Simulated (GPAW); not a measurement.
Runs of GPAW 26.7.0 on ZrS2. The structure is trigonal, space group P-3m1 (No. 164). The conventional cell has a = 3.691 Å, b = 3.691 Å, c = 6.041 Å, α = 90.00°, β = 90.00°, γ = 120.00°. Zr (site symmetry -3m) is surrounded by 6 S at 2.57 Å. S (site symmetry 3m) has 3 Zr at 2.57 Å as nearest neighbours. The cell is a database's computed one.

```tsv
level	potentials or basis	k mesh	optimizer	fmax	max steps	eigensolver	gap on the mesh (eV)	pressure (GPa)	relaxed volume (Å³/atom)	largest force (eV/Å)
revPBE	the program's PAW data sets (release 1.2.1) made for this functional, pw	8 × 8 × 5	BFGS	0.01 eV/Å	60	-	(c)	0.0	(a)	-
revPBE+D3(BJ)	the program's PAW data sets (release 1.2.1) made for this functional, pw	6 × 6 × 3	LBFGS	0.05 eV/Å	100	-	0.56	-0.1	20.95	0.01
OLYP	PAW data sets generated in the run's folder for this functional, pw	6 × 6 × 3	BFGS	0.02 eV/Å	60	davidson	1.39	0.0	32.05	0.01
PBE	GPAW PAW data sets (gpaw-data 1.2.1), pw	8 × 8 × 5	BFGS	0.05 eV/Å	60	-	1.14	0.1	(b)	0.02
PBE+D4	GPAW PAW data sets (gpaw-data 1.2.1), pw	6 × 6 × 3	BFGS	0.05 eV/Å	60	-	0.85	0.0	22.27	0.01
```

Alike in all rows: task relaxation of cell and atoms; no spin polarisation; cell relaxed; cutoff (eV) 600; smearing fermi-dirac 0.05 eV.

Fill in the values left out.

(a) 30.58; (b) 25.57; (c) 1.26.

Caveats: later steps reuse the first step's grids; an odd mesh through Γ misses points on the zone boundary, where band edges often lie; the volume moved by over 15 % at a fixed basis, so the end points are rough (some runs); this functional lacks dispersion, which binds the layers, so the pressure and a relaxed spacing across them are unreliable, and here the layers came unbound (some runs); this functional lacks dispersion, which binds the layers, so the pressure and a relaxed spacing across them are unreliable (some runs).

A k mesh can miss the band edges, and the runs leave out spin-orbit coupling on Zr.

Not every run made on this cell is shown here.
